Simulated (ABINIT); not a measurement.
# Quasiparticle gap of BP (F-43m) in ABINIT, part 3 of 3

How does a plane-wave GW calculation on BP (F-43m) run from the first input to the gap?

ABINIT 10.8.3; PBE and many-body steps on it, plane waves. Known limits of the many-body steps: not at the basis limit.

So far. Step 4 (Empty states on the mesh, 6×6×6 mesh, 65 bands): On this mesh the gap is 1.347 eV. The earlier step found 1.280 eV, so this mesh misses an edge. Step 5 (Screening, 6×6×6 mesh, 57 bands, screening to 163.3 eV): Local fields lower ε∞ by 9 %.

### Step 6. Self-energy, 6×6×6 mesh, 57 bands, screening to 163.3 eV

The self-energy is evaluated for the states that the input lists, and the levels follow from it, in one-shot runs by the linearised quasiparticle equation.

This step: G0W0 on PBE, plane waves, norm-conserving pseudopotentials.

Input file run.abi:

```
acell 3*1.0 Angstrom
rprim 
  0.000000000000 2.269000000000 2.269000000000
  2.269000000000 0.000000000000 2.269000000000
  2.269000000000 2.269000000000 0.000000000000
ntypat 2
znucl 5 15
natom 2
typat 1 2
xred 
  0.000000000000 0.000000000000 0.000000000000
  0.250000000000 0.250000000000 0.250000000000
pp_dirpath "pseudos"
pseudos "B.upf, P.upf"
ecut 34
ngkpt 6 6 6
nshiftk 1
shiftk 0 0 0
kptopt 1
chksymbreak 0
istwfk *1
occopt 1
irdwfk 1
optdriver 4
nband 57
gwcalctyp 0
ecutsigx 34
symsigma 1
nkptgw 2
kptgw 
  0.0000000000 0.0000000000 0.0000000000
  0.5000000000 0.5000000000 0.0000000000
bdgw 
  2 7
  3 6
ecuteps 6
irdscr 1
ppmodel 1
indata_prefix "in"
outdata_prefix "out"
tmpdata_prefix "tmp"
```

Command:

```bash
$ OMP_NUM_THREADS=1 mpirun -n 4 abinit run.abi > log
```

Numbers of over 12 decimals in the logs are rounded to 6 here.

Output:

```text
.Version 10.8.3 of ABINIT. v10.8.2 released Aug 2026.

 Symmetries : space group F-4 3 m (#216); Bravais cF (face-center cubic)
[... echo of the input left out ...]
== DATASET  1 ==================================================================
-   mpi_nproc: 4, omp_nthreads: 1 (-1 if OMP is not activated)

--- !DatasetInfo
iteration_state: {dtset: 1, }
dimensions: {natom: 2, nkpt: 16, mband: 57, nsppol: 1, nspinor: 1, nspden: 1, mpw: 1524, }
cutoff_energies: {ecut:  34.0, pawecutdg:  -1.0, }
electrons: {nelect:   8.00000000E+00, charge:   0.00000000E+00, occopt:   1.00000000E+00, tsmear:   1.00000000E-02, }

 SIGMA: Calculation of the GW corrections

 Based on a program developped by R.W. Godby, V. Olevano, G. Onida, and L. Reining.
 Incorporated in ABINIT by V. Olevano, G.-M. Rignanese, and M. Torrent.
.Using double precision arithmetic ; gwpc =  8

[... cell and pseudopotentials left out ...]
--------------------------------------------------------------------------------

 ==== K-mesh for the wavefunctions ====
 Number of points in the irreducible wedge :    16
[... list of points left out ...]
 Together with 24 symmetry operations and time-reversal symmetry
 yields   216 points in the full Brillouin Zone.

 ==== Q-mesh for screening function ====
 Number of points in the irreducible wedge :    16
[... list of points left out ...]
 Together with 24 symmetry operations and time-reversal symmetry
 yields   216 points in the full Brillouin Zone.

 vcoul_init : cutoff-mode = AUXILIARY_FUNCTION
 q-points for optical limit:   1
     1)      0.000010    0.000020    0.000030
 setmesh: FFT mesh size selected  =    32x   32x   32
          total number of points  =        32768

 Number of electrons calculated from density =    8.0000; Expected =    8.0000
 average of density, n =  0.050741
 r_s =    1.6757
 omega_plasma =   21.7288 [eV]

 === KS Band Gaps ===
  >>>> For spin  1
   Minimum direct gap =   3.4068 [eV], located at k-point      :   0.0000  0.0000  0.0000
   Fundamental gap    =   1.3473 [eV], Top of valence bands at :   0.0000  0.0000  0.0000
                                       Bottom of conduction at :   0.5000  0.5000  0.0000
 SIGMA fundamental parameters:
 PLASMON POLE MODEL  1
 number of plane-waves for SigmaX                 1459
 number of plane-waves for SigmaC and W            113
 number of plane-waves for wavefunctions          1459
 number of bands                                    57
 number of independent spin polarizations            1
 number of spinorial components                      1
 number of k-points in IBZ                          16
 number of q-points in IBZ                          16
 number of symmetry operations                      24
 number of k-points in BZ                          216
 number of q-points in BZ                          216
 number of frequencies for dSigma/dE                 9
 frequency step for dSigma/dE [eV]                0.25
 number of omega for Sigma on real axis              0
 max omega for Sigma on real axis  [eV]           0.00
 zcut for avoiding poles [eV]                     0.10

 EPSILON^-1 parameters (SCR file):
 dimension of the eps^-1 matrix on file            113
 dimension of the eps^-1 matrix used               113
 number of plane-waves for wavefunctions          1459
 number of bands                                    57
 number of q-points in IBZ                          16
 number of frequencies                               2
 number of real frequencies                          1
 number of imag frequencies                          1

 matrix elements of self-energy operator (all in [eV])

 Perturbative Calculation

--- !SelfEnergy_ee
iteration_state: {dtset: 1, }
kpoint     : [   0.000,    0.000,    0.000, ]
spin       : 1
KS_gap     :    3.407
QP_gap     :    4.253
Delta_QP_KS:    0.847
data: !SigmaeeData |
     Band     E0 <VxcDFT>   SigX SigC(E0)      Z dSigC/dE  Sig(E)    E-E0       E
        2   7.266 -13.300 -15.048   1.174   0.793  -0.262 -13.755  -0.455   6.810
        3   7.266 -13.300 -15.048   1.174   0.793  -0.262 -13.755  -0.455   6.810
        4   7.266 -13.300 -15.048   1.174   0.793  -0.262 -13.755  -0.455   6.810
        5  10.672 -12.025  -7.238  -4.295   0.794  -0.259 -11.634   0.391  11.064
        6  10.672 -12.025  -7.238  -4.295   0.794  -0.259 -11.634   0.391  11.064
        7  10.672 -12.025  -7.238  -4.295   0.794  -0.259 -11.634   0.391  11.064

--- !SelfEnergy_ee
iteration_state: {dtset: 1, }
kpoint     : [   0.500,    0.500,    0.000, ]
spin       : 1
KS_gap     :    5.461
QP_gap     :    6.338
Delta_QP_KS:    0.877
data: !SigmaeeData |
     Band     E0 <VxcDFT>   SigX SigC(E0)      Z dSigC/dE  Sig(E)    E-E0       E
        3   3.152 -12.497 -15.992   2.624   0.774  -0.292 -13.171  -0.674   2.478
        4   3.152 -12.497 -15.992   2.624   0.774  -0.292 -13.171  -0.674   2.478
        5   8.613 -10.826  -6.523  -4.051   0.805  -0.242 -10.623   0.203   8.816
        6   8.933 -10.680  -6.271  -4.094   0.810  -0.234 -10.425   0.255   9.188

== END DATASET(S) ==============================================================
================================================================================

 -outvars: echo values of variables after computation  --------
           etotal      0.0000000000E+00
            nband          57
             nkpt          16
          spgroup         216
 [... the other variables as echoed above ...]

 Calculation completed.
```

Run time: 4.8 s. Hardware: 4 MPI ranks of Arm Neoverse V1, shared host; peak memory 0.52 GiB.

Numbers from this step:

| Item | Value |
| --- | --- |
| G0W0 gap on the points computed | 2.006 eV |
| starting gap on the mesh | 1.347 eV |
| k of the valence top | 0, 0, 0 |
| k of the conduction bottom | 0.5, 0.5, 0 |
| Z at the valence top | 0.793 |
| Z at the conduction bottom | 0.805 |
| least direct G0W0 gap on the computed points | 4.254 eV |

The gap on the mesh goes from 1.35 eV to 2.01 eV, a correction of +0.66 eV. The start differs from the 1.28 eV found before because the two sample other k points.

Limits: finite bands, cutoff and mesh. v1 is the top filled band, c1 the lowest empty one. Levels before and after the correction, in eV, zero at the valence-band top of each column:

|  | conduction bottom | valence top |
| --- | --- | --- |
| Kohn-Sham | 1.35 | 0.00 |
| G0W0 | 2.01 | 0.00 |

|  | level | energy (eV) |
| --- | --- | --- |
| Kohn-Sham | Γ v3-v1 | 0.000 |
| Kohn-Sham | Γ c1-c3 | 3.407 |
| Kohn-Sham | (0.5 0.5 0) v2-v1 | -4.114 |
| Kohn-Sham | (0.5 0.5 0) c1 | 1.347 |
| Kohn-Sham | (0.5 0.5 0) c2 | 1.667 |
| G0W0 | Γ v3-v1 | 0.000 |
| G0W0 | Γ c1-c3 | 4.254 |
| G0W0 | (0.5 0.5 0) v2-v1 | -4.332 |
| G0W0 | (0.5 0.5 0) c1 | 2.006 |
| G0W0 | (0.5 0.5 0) c2 | 2.378 |

### Step 7. Where the time went

Times are wall times on 4 MPI ranks of Arm Neoverse V1, shared host, good to a factor of about two.

| step | time | share | memory (GiB) |
| --- | --- | --- | --- |
| ground state | 4.3 s | 8 % | 0.25 |
| bands along the symmetry lines | 4 s | 8 % | 0.24 |
| empty states on the mesh | 15 s | 29 % | 0.71 |
| screening | 23 s | 45 % | 0.57 |
| self-energy | 4.8 s | 10 % | 0.52 |

### Step 8. Results

* PBE gap: 1.26 eV, indirect
* G0W0 gap on the mesh: 2.01 eV
* G0W0 gap over the zone (rigid shift): 1.92 eV
* GW settings: 6×6×6 mesh, 57 bands, screening to 163.3 eV, Godby-Needs plasmon pole
* known limits: not at the basis limit

**Reading.** G0W0 moves the gap on the mesh from 1.35 eV to 2.01 eV (+0.66 eV), with Z of 0.79 and 0.81 at the edges. The mesh misses the band edges by 0.09 eV in all; a rigid shift gives 1.92 eV for the zone. Local fields lower the RPA ε∞ on this mesh from 10.65 to 9.73. Only 2 of the mesh's irreducible points were corrected, so a valley elsewhere could overtake. The dearest step here is «screening». Bands and cutoff are finite, so the gap is not at the basis limit. The miss can reach some tenths of an eV and take either sign; the mesh is an error of its own. In the G0W0 run levels were corrected at 2 k points alone, so a gap called «on the mesh» is the least over those, and an edge elsewhere would be missed. A denser mesh or path gives a starting gap of 1.26 eV: the GW mesh misses a band edge, so its gaps are not the fundamental one.

[Paths, hosts, dates, memory and timing lines, banners, echoed tables and standing remarks are left out of the program output.]

[Logs are printed without paths, hosts, clocks, repeated set-up lines and the standing remarks that a program may print on its own settings, such as how far it seeks lower states.]

[Runs of the session that timed out or met a known fault of the program may be left out.]

[Hosts, paths, dates, database ids (printed as entryN), source tags and the programs' standing remarks are cut or masked in the printed files.]

[G0W0 gaps are taken among the corrected bands and points alone; a level outside them can change the order at an edge.]

[Where Ansatz stands beside ABINIT at settings called matched, ABINIT's density can come from a denser mesh and the files from another edition; pairs whose starting gaps differed by over 0.03 eV were left out, so agreement reads better than it is.]
